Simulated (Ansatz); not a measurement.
**How far is PAW off for TaS$_{2}$?**

```xyz
3
Lattice="3.3500 0.0000 0.0000 -1.6750 2.9012 0.0000 0.0000 0.0000 5.8600" Properties=species:S:1:pos:R:3 pbc="T T T"
Ta    0.0000    0.0000    0.0000
S     0.0000    1.9341    1.4650
S     1.6750    0.9671    4.3950
```

Atom numbers follow the list: Ta1, S2, S3.

The cell comes from COD entry 1537360, which wasn't checked; take it as a given geometry. It differs from other determinations.

Spin polarisation is left out, and whether a magnetic state lies lower isn't shown here.

No spin–orbit coupling, which matters for the heavy atoms here.

Methods: DFT, LDA, PAW with Ansatz's default frozen-core files, scalar-relativistic (Ansatz 0.2.0); DFT, LDA, all-electron PAW with datasets made for the crystal, scalar-relativistic (Ansatz 0.2.0); DFT, LDA, all-electron LAPW, scalar-relativistic (Ansatz 0.2.0).

For PAW: a Γ-centred 9×9×5 k mesh, Fermi–Dirac smearing of 0.03 eV, cutoff 420 eV, no spin polarisation; the PAW files were made with PBE, and the program remakes their frozen cores for this functional. The crystal-made all-electron datasets (AE datasets) take a cutoff of 420 eV at this cell. LAPW targets a basis error of 1 meV/atom. The Ansatz runs share mesh, smearing and spin set-up. Plane-wave (PAW) pressures include the program's estimate of the Pulay term.

Stress and pressure are positive in compression.

Levels count from the Fermi level.

```tsv
quantity	PAW	AE datasets	LAPW
pressure (GPa)	1.43	1.39	1.39
stress xx (GPa)	-0.27	-0.31	-0.30
stress zz (GPa)	4.83	4.78	4.78
force on S2, z (eV/Å)	0.782	0.775	0.775
highest filled level at K (eV)	-3.115	-3.112	-3.112
lowest empty level at K (eV)	1.128	1.128	1.128
highest filled level at Γ (eV)	-0.707	-0.703	-0.703
lowest empty level at Γ (eV)	0.008	0.008	0.008
```

PAW's pressure differs from the LAPW value by +0.04 GPa.
